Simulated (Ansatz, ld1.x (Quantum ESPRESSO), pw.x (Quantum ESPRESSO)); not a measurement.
## What a changed setting does to a pw.x run (diamond V)

Potential: PAW, ld1.x (Quantum ESPRESSO) 7.5, PBE; core [Ne], reference 3s2 3p6 3d3 4s2 4p0; waves: 3s (bound): rcut 1.25, rcutus 1.35 bohr; 4s (bound): rcut 1.25, rcutus 1.35 bohr; 3p (bound): rcut 1.40, rcutus 1.55 bohr; 4p (bound, empty): rcut 1.40, rcutus 1.55 bohr; 3d (bound): rcut 1.75, rcutus 2.25 bohr; 3d channel at 0.15 Ry: rcut 1.75, rcutus 2.25 bohr; local part: all-electron potential smoothed inside 1.90 bohr (lloc = -1); core correction: a·sin(br)/r model core inside 1.00 bohr; augmentation: BESSEL, radius 1.05 bohr.

The reference run (k-mesh 9³, cutoffs 75/600 Ry, Fermi–Dirac 0.01 Ry, mixing_beta 0.4, conv_thr 1e-9, no spin) gives 0.23 GPa at 18.899 Å³/atom, where all-electron LAPW gives -0.00 GPa. This run, with its own iteration cap, changes startingwfc to random.

```
&control
  calculation='scf', prefix='x', pseudo_dir='./', outdir='./tmp', tstress=.true., disk_io='none'
/
&system
  ibrav=0, nat=2, ntyp=1, ecutwfc=75, ecutrho=600, nbnd=22,
  occupations='smearing', smearing='fd', degauss=0.01
/
&electrons
  conv_thr=1e-09, mixing_beta=0.4, electron_maxstep=70, startingwfc='random'
/
ATOMIC_SPECIES
V 1.0 V.UPF
CELL_PARAMETERS angstrom
  0.00000000 2.66366503 2.66366503
  2.66366503 0.00000000 2.66366503
  2.66366503 2.66366503 0.00000000
ATOMIC_POSITIONS crystal
V 0.0000 0.0000 0.0000
V 0.2500 0.2500 0.2500
K_POINTS automatic
9 9 9 0 0 0
```

```bash
pw.x < V.scf.in > V.scf.out
```

Question: How does the run end?

Answer: It converges in 25 iterations; the free energy moves by +0.0 meV/atom and the pressure by +0.00 GPa. The result is that of the reference run.

```
Message from routine setup:
     using ibrav=0 with symmetry is DISCOURAGED, use correct ibrav instead
     lattice parameter (alat)  =       7.1186  a.u.
     unit-cell volume          =     255.0735 (a.u.)^3
     number of electrons       =        26.00
     number of Kohn-Sham states=           22
     kinetic-energy cutoff     =      75.0000  Ry
     charge density cutoff     =     600.0000  Ry
     scf convergence threshold =      1.0E-09
     Exchange-correlation= SLA  PW   PBX  PBC
     number of k points=    35  Fermi-Dirac smearing, width (Ry)=  0.0100
     iteration #  1     ecut=    75.00 Ry     beta= 0.40
     total energy              =    -427.71041136 Ry
     estimated scf accuracy    <       0.19225023 Ry
     iteration #  2     ecut=    75.00 Ry     beta= 0.40
     total energy              =    -427.72183720 Ry
     estimated scf accuracy    <       0.01736940 Ry
     iteration #  3     ecut=    75.00 Ry     beta= 0.40
     total energy              =    -427.72451750 Ry
     estimated scf accuracy    <       0.01058945 Ry
     [... 19 iterations left out ...]
     iteration # 23     ecut=    75.00 Ry     beta= 0.40
     total energy              =    -427.72495250 Ry
     estimated scf accuracy    <       0.00000002 Ry
     iteration # 24     ecut=    75.00 Ry     beta= 0.40
     total energy              =    -427.72495252 Ry
     estimated scf accuracy    <          6.6E-09 Ry
     iteration # 25     ecut=    75.00 Ry     beta= 0.40
     the Fermi energy is    10.3659 ev
!    total energy              =    -427.72495251 Ry
     estimated scf accuracy    <          6.5E-10 Ry
     smearing contrib. (-TS)   =      -0.02339530 Ry
     The total energy is F=E-TS. E is the sum of the following terms:
     one-electron contribution =    -149.09994020 Ry
     hartree contribution      =     100.99352784 Ry
     xc contribution           =     -36.74144972 Ry
     ewald contribution        =    -180.85849903 Ry
     one-center paw contrib.   =    -161.99519610 Ry
     convergence has been achieved in  25 iterations
          total   stress  (Ry/bohr**3)                   (kbar)     P=        2.30
     Message from routine punch:
     Nothing written, as per user request (disk_io='none')
```

The run took about 94 s on one core of a shared host (AMD EPYC 7R43 64-Core Processor, 256 threads, 1004 GiB, load 96).
